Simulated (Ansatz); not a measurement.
TaSi2:

```
CELL_PARAMETERS angstrom
4.78000 0.00000 0.00000
-2.39000 4.13960 0.00000
0.00000 0.00000 6.56400
ATOMIC_POSITIONS crystal
Ta 0.00000 0.50000 0.16667
Ta 0.50000 0.50000 0.83333
Ta 0.50000 0.00000 0.50000
Si 0.33330 0.16665 0.16667
Si 0.16665 0.83335 0.83333
Si 0.83335 0.66670 0.50000
Si 0.66670 0.83335 0.16667
Si 0.83335 0.16665 0.83333
Si 0.16665 0.33330 0.50000
```

Base run:

* Program: Ansatz 0.2.0
* Functional: PBEsol
* Potentials or basis: Ansatz PAW
* Cutoff: 420 eV
* Density cutoff: 1680 eV
* k mesh: 7 × 7 × 4
* Occupations: fermi-dirac, width 0.05 eV
* Spin: no spin polarisation

Its results: band gap on the k mesh none (metal or under the smearing width); pressure -1.3 GPa; largest force 0.745 eV/Å.

Task: After a change of settings the same cell gave: band gap on the k mesh none (metal or under the smearing width); pressure 0.3 GPa; largest force 0.811 eV/Å. Which change was it?
A. functional from PBEsol to PBE
B. hubbard terms from none to Ta d U = 5 eV; hubbard projectors from none to ortho-atomic (the default)
C. functional from PBEsol to PBE; occupations from fermi-dirac, width 0.05 eV to gaussian, width 0.011 eV
D. hubbard terms from none to Ta d U = 1 eV; hubbard projectors from none to ortho-atomic (the default)

Result: B.

Caveats: the cell's inner coordinates are idealised or old, which leaves forces on the atoms; the PAW data sets come from PBE, with cores solved anew for the run's functional, which leaves a small shift of forces and pressure; the density of states is complete only up to the lowest level of the last band computed; U without spin polarisation on a metal has little footing (some runs); the U is typed as a test and isn't derived for this compound (some runs).

Not every run made on this cell is shown here.
